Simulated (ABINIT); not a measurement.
# Hf (P6_3/mmc) in ABINIT: further runs

The runs below take Hf through phonons, optical spectrum, with LDA, PBE.

All numbers are computed with ABINIT 10.8.3 (patched build); they aren't measurements. Logs are shortened: lines on timing, memory, paths and dates and some standing lists are left out, and cuts for length are marked. The log counts tension as positive stress, the text compression.

### 1 Starting point

The structure is hexagonal, space group P6_3/mmc (No. 194). The conventional cell has a = 3.197 Å, b = 3.197 Å, c = 5.058 Å, α = 90.00°, β = 90.00°, γ = 120.00°. Hf (site symmetry -6m2) is surrounded by 12 Hf at 3.13 to 3.20 Å.

### 2 Phonons, LDA

run.abi reads:

```
# Datasets
ndtset 2

# Pseudopotentials
pp_dirpath "./"
pseudos "Hf.upf"

# Structure
acell 3*1.0 Angstrom
rprim
     3.1967000000     0.0000000000     0.0000000000
    -1.5983500000     2.7684234083     0.0000000000
     0.0000000000     0.0000000000     5.0578000000
ntypat 1
znucl 72
natom 2
typat 1 1
xred
            2/3            1/3            3/4
            1/3            2/3            1/4

# Plane-wave basis
ecut 26.0

# k points
ngkpt 12 12 6
nshiftk 1
shiftk 0.0 0.0 0.0

# Exchange and correlation
ixc 7

# Bands and occupations
nband 20
occopt 6
tsmear 0.1 eV

# SCF cycle
nstep 80

# Output
prteig 0
prtebands 0
prtwf 0
prtden 0
prtpot 0

# Dataset 1: ground state
kptopt1 1
tolvrs1 1.0e-15
prtwf1 1
tolwfr1 1.0e-14
nbdbuf1 4
nline1 6

# Dataset 2: response at q = 0 to atomic displacements
rfphon2 1
rfatpol2 1 2
rfdir2 1 1 1
getwfk2 1
kptopt2 2
nqpt2 1
qpt2 0.0 0.0 0.0
tolvrs2 1.0e-8
```

mrgddb.in reads:

```
merged_DDB
Hf
2
runo_DS1_DDB
runo_DS2_DDB
```

anaddb.abi reads:

```
ddb_filepath "merged_DDB"
output_file "anaddb.abo"
outdata_prefix "ana"
asr 1
chneut 0
dipdip 0
dieflag 0
enunit 0
eivec 1
nph1l 1
qph1l 0.0 0.0 0.0 1.0
```

Potentials or basis: PseudoDojo NC SR LDA v0.4.1 standard.

Launch:

```bash
$ abinit run.abi > log 2>&1
$ mrgddb < mrgddb.in > mrgddb.log 2>&1
$ anaddb anaddb.abi > anaddb.log 2>&1
```

run.abo:

```text
.Version 10.8.3 of ABINIT
 DATASET    1 : space group P6_3/m m c (#194); Bravais hP (primitive hexag.)
================================================================================
 Values of the parameters that define the memory need for DATASET  1.
     intxc =       0    ionmov =       0      iscf =       7    lmnmax =       8
     lnmax =       8     mgfft =      45  mpssoang =       4    mqgrid =    3001
     natom =       2  nloc_mem =       1    nspden =       1   nspinor =       1
    nsppol =       1      nsym =      24    n1xccc =    2501    ntypat =       1
    occopt =       6   xclevel =       1
       mpw =        1924          nfft =       40500          nkpt =          76
================================================================================
================================================================================

 DATASET    2 : space group P6_3/m m c (#194); Bravais hP (primitive hexag.)
================================================================================
 Values of the parameters that define the memory need for DATASET  2 (RF).
     intxc =       0      iscf =       7    lmnmax =       8     lnmax =       8
     mgfft =      45  mpssoang =       4    mqgrid =    3001     natom =       2
  nloc_mem =       1    nspden =       1   nspinor =       1    nsppol =       1
      nsym =      24    n1xccc =    2501    ntypat =       1    occopt =       6
   xclevel =       1
      nfft =       40500          nkpt =         436
================================================================================
================================================================================

--------------------------------------------------------------------------------
------------- Echo of variables that govern the present computation ------------
--------------------------------------------------------------------------------
 -outvars: echo values of preprocessed input variables --------
            acell      1.8897261259E+00  1.8897261259E+00  1.8897261259E+00 Bohr
              amu      1.78490000E+02
             ecut      2.60000000E+01 Hartree
           getwfk1          0
           getwfk2          1
                       outvar_i_n : Printing only first  50 k-points.
              ixc           7
           jdtset        1    2
                       outvar_i_n : Printing only first  50 k-points.
           kptopt1          1
           kptopt2          2
         kptrlatt       12    0    0      0   12    0      0    0    6
          kptrlen      5.73471408E+01
            natom           2
            nband1         20
            nband2         20
           nbdbuf1          4
           nbdbuf2          2
           ndtset           2
            ngfft          30      30      45
             nkpt1         76
             nkpt2        436
            nline1          6
            nline2          4
             nqpt1          0
             nqpt2          1
            nstep          80
             nsym          24
           ntypat           1
                       prtocc : prtvol=0, do not print more k-points.
                       prtocc : prtvol=0, do not print more k-points.
           occopt           6
        optdriver1          0
        optdriver2          1
           prtden           0
        prtebands           0
           prteig           0
            prtwf1          1
            prtwf2          0
           rfphon1          0
           rfphon2          1
            rprim      3.1967000000E+00  0.0000000000E+00  0.0000000000E+00
                      -1.5983500000E+00  2.7684234083E+00  0.0000000000E+00
                       0.0000000000E+00  0.0000000000E+00  5.0578000000E+00
          spgroup         194
           tolvrs1     1.00000000E-15
           tolvrs2     1.00000000E-08
           tolwfr1     1.00000000E-14
           tolwfr2     0.00000000E+00
           tsmear      3.67493222E-03 Hartree
            typat      1  1
                       outvars : Printing only first  50 k-points.
           xangst      1.5983500000E+00  9.2280780277E-01  3.7933500000E+00
                      -1.1670022454E-16  1.8456156055E+00  1.2644500000E+00
            xcart      3.0204437533E+00  1.7438540141E+00  7.1683925997E+00
                      -2.2053146321E-16  3.4877080282E+00  2.3894641999E+00
             xred      6.6666666667E-01  3.3333333333E-01  7.5000000000E-01
                       3.3333333333E-01  6.6666666667E-01  2.5000000000E-01
            znucl       72.00000

================================================================================

 chkinp: Checking input parameters for consistency, jdtset=   1.

 chkinp: Checking input parameters for consistency, jdtset=   2.

================================================================================
== DATASET  1 ==================================================================

--- !DatasetInfo
iteration_state: {dtset: 1, }
[... 169 lines left out ...]
  LDA: Perdew-Wang 92 LSD fit to Ceperley-Alder data - ixc=7
  J.P.Perdew and Y.Wang, PRB 45, 13244 (1992)

 Real(R)+Recip(G) space primitive vectors, cartesian coordinates (Bohr,Bohr^-1):
 R(1)=  6.0408875  0.0000000  0.0000000  G(1)=  0.1655386  0.0955737  0.0000000
 R(2)= -3.0204438  5.2315620  0.0000000  G(2)=  0.0000000  0.1911475  0.0000000
 R(3)=  0.0000000  0.0000000  9.5578568  G(3)=  0.0000000  0.0000000  0.1046260
 Unit cell volume ucvol=  3.0205960E+02 bohr^3
 Angles (23,13,12)=  9.00000000E+01  9.00000000E+01  1.20000000E+02 degrees
 setup1 : take into account q-point for computing boxcut.

 getcut: wavevector=  0.0000  0.0000  0.0000  ngfft=  30  30  45
         ecut(hartree)=     26.000   => boxcut(ratio)=   2.00558
--------------------------------------------------------------------------------

 ==>  initialize data related to q vector <==

 The list of irreducible perturbations for this q vector is:
    1)    idir= 1    ipert=   1
    2)    idir= 3    ipert=   1

================================================================================

 The perturbation idir=   2  ipert=   1 is
 symmetric of a previously calculated perturbation.
 So, its SCF calculation is not needed.
[... 9 lines left out ...]
 The perturbation idir=   3  ipert=   2 is
 symmetric of a previously calculated perturbation.
 So, its SCF calculation is not needed.

--------------------------------------------------------------------------------
 Perturbation wavevector (in red.coord.)   0.000000  0.000000  0.000000
 Perturbation : displacement of atom   1   along direction   1
 Found     2 symmetries that leave the perturbation invariant.
 symkpt : the number of k-points, thanks to the symmetries,
 is reduced to   296 .

--------------------------------------------------------------------------------

--------------------------------------------------------------------------------

 dfpt_looppert : total number of electrons, from k and k+q
  fully or partially occupied states are    2.400000E+01 and    2.400000E+01.
 Initialisation of the first-order wave-functions :
  ireadwf=   0

--- !BeginCycle
iteration_state: {dtset: 2, }
solver: {iscf: 7, nstep: 80, nline: 4, wfoptalg: 0, }
tolerances: {tolvrs: 1.00E-08, }
...

     iter   2DEtotal(Ha)        deltaE(Ha) residm    vres2
-ETOT  1   1.2533941014927     -1.259E+03 3.128E+00 1.087E+02
 ETOT  2  0.75534040762207     -4.981E-01 2.297E-01 2.032E+00
 ETOT  3  0.75300514890799     -2.335E-03 1.874E-03 1.403E-01
 ETOT  4  0.75291203437067     -9.311E-05 3.153E-04 5.868E-04
 ETOT  5  0.75291156354072     -4.708E-07 1.663E-05 1.302E-05
 ETOT  6  0.75291155545077     -8.090E-09 3.361E-06 3.047E-07
 ETOT  7  0.75291155523658     -2.142E-10 3.354E-07 4.429E-09

 At SCF step    7       vres2   =  4.43E-09 < tolvrs=  1.00E-08 =>converged.
================================================================================

 ----iterations are completed or convergence reached----

 Mean square residual over all n,k,spin=   96.482E-11; max=  33.539E-08

 2DEtotal=    0.7529115552E+00 Ha. Also 2DEtotal=    0.204877671386E+02 eV
    (2DErelax=   -1.2591318243E+03 Ha. 2DEnonrelax=    1.2598847358E+03 Ha)
    (  non-var. 2DEtotal :    7.5291420376E-01 Ha)

--------------------------------------------------------------------------------
 Perturbation wavevector (in red.coord.)   0.000000  0.000000  0.000000
 Perturbation : displacement of atom   1   along direction   3
 Found     6 symmetries that leave the perturbation invariant.
 symkpt : the number of k-points, thanks to the symmetries,
 is reduced to   100 .

--------------------------------------------------------------------------------

--------------------------------------------------------------------------------

 dfpt_looppert : total number of electrons, from k and k+q
  fully or partially occupied states are    2.400000E+01 and    2.400000E+01.
 Initialisation of the first-order wave-functions :
  ireadwf=   0

--- !BeginCycle
iteration_state: {dtset: 2, }
solver: {iscf: 7, nstep: 80, nline: 4, wfoptalg: 0, }
tolerances: {tolvrs: 1.00E-08, }
...

     iter   2DEtotal(Ha)        deltaE(Ha) residm    vres2
-ETOT  1   13.217010423186     -3.574E+03 8.318E+00 4.965E+04
 ETOT  2   2.3905619556722     -1.083E+01 7.009E-01 4.793E+03
 ETOT  3   1.2773109425116     -1.113E+00 2.829E-02 1.385E+01
 ETOT  4   1.2730771091342     -4.234E-03 1.874E-03 1.406E-01
 ETOT  5   1.2730139389215     -6.317E-05 2.832E-04 3.343E-04
 ETOT  6   1.2730137410663     -1.979E-07 4.419E-05 1.764E-05
 ETOT  7   1.2730137357071     -5.359E-09 8.920E-06 7.034E-07
 ETOT  8   1.2730137354930     -2.142E-10 1.413E-06 3.782E-07
 ETOT  9   1.2730137354429     -5.002E-11 3.079E-07 5.167E-08
 ETOT 10   1.2730137354498      6.821E-12 4.802E-08 4.330E-12

 At SCF step   10       vres2   =  4.33E-12 < tolvrs=  1.00E-08 =>converged.
================================================================================

 ----iterations are completed or convergence reached----

 Mean square residual over all n,k,spin=   43.252E-12; max=  48.019E-09

 2DEtotal=    0.1273013735E+01 Ha. Also 2DEtotal=    0.346404684518E+02 eV
    (2DErelax=   -3.5857732126E+03 Ha. 2DEnonrelax=    3.5870462263E+03 Ha)
    (  non-var. 2DEtotal :    1.2730145851E+00 Ha)

================================================================================

 ---- first-order wavefunction calculations are completed ----

 ==> Compute Derivative Database <==

  Dynamical matrix, in cartesian coordinates,
   if specified in the inputs, asr has been imposed
     j1       j2             matrix element
  dir pert dir pert     real part    imaginary part

   1    1   1    1         0.0206316894        -0.0000000000
   1    1   1    2        -0.0206316894         0.0000000000

   2    1   2    1         0.0206316894         0.0000000000
   2    1   2    2        -0.0206316894        -0.0000000000
[... 10 lines left out ...]
   3    2   3    1        -0.0139347602         0.0000000000
   3    2   3    2         0.0139347602        -0.0000000000

  Phonon wavevector (reduced coordinates) :  0.00000  0.00000  0.00000
 Phonon energies in Hartree :
   0.000000E+00  0.000000E+00  0.000000E+00  2.926697E-04  3.561192E-04
   3.561192E-04
 Phonon frequencies in cm-1    :
   0.000000E+00  0.000000E+00  0.000000E+00  6.423357E+01  7.815913E+01
   7.815913E+01

== END DATASET(S) ==============================================================
================================================================================

 -outvars: echo values of variables after computation  --------
            acell      1.8897261259E+00  1.8897261259E+00  1.8897261259E+00 Bohr
           etotal1    -1.1289023614E+02
           etotal2     1.2730137354E+00
            fcart1    -2.2286834676E-29 -9.0071169996E-29  2.8848190199E-26
                       2.2286834676E-29  9.0071169996E-29 -2.8848190199E-26
            fcart2     0.0000000000E+00  0.0000000000E+00  0.0000000000E+00
                       0.0000000000E+00  0.0000000000E+00  0.0000000000E+00
            rprim      3.1967000000E+00  0.0000000000E+00  0.0000000000E+00
                      -1.5983500000E+00  2.7684234083E+00  0.0000000000E+00
                       0.0000000000E+00  0.0000000000E+00  5.0578000000E+00
           strten1     3.0479181465E-04  3.0479181446E-04  3.0623030592E-04
                       0.0000000000E+00  0.0000000000E+00  0.0000000000E+00
           strten2     0.0000000000E+00  0.0000000000E+00  0.0000000000E+00
                       0.0000000000E+00  0.0000000000E+00  0.0000000000E+00
           xangst      1.5983500000E+00  9.2280780277E-01  3.7933500000E+00
                      -1.1670022454E-16  1.8456156055E+00  1.2644500000E+00
             xred      6.6666666667E-01  3.3333333333E-01  7.5000000000E-01
                       3.3333333333E-01  6.6666666667E-01  2.5000000000E-01
 Calculation completed.
```

Run time: 7.2 min. Hardware: 1 thread of Arm Neoverse V2, shared host; peak memory 0.59 GiB.

What came out:

```
Free energy                   : -3071.8998 eV
Pressure                      : -9.0 GPa
Band gap on the k mesh        : none (metal or under the smearing width)
Highest phonon frequency at Γ : 78 cm⁻¹
```

Phonon frequencies in cm⁻¹ (negative: imaginary):
| q point | frequencies |
| --- | --- |
| (0.000, 0.000, 0.000) | 0 0 0 64 78 78 |

Caveat: the cell is more than 3 GPa from zero pressure, which shifts response properties.

(Part 1 of 2 ends here.)
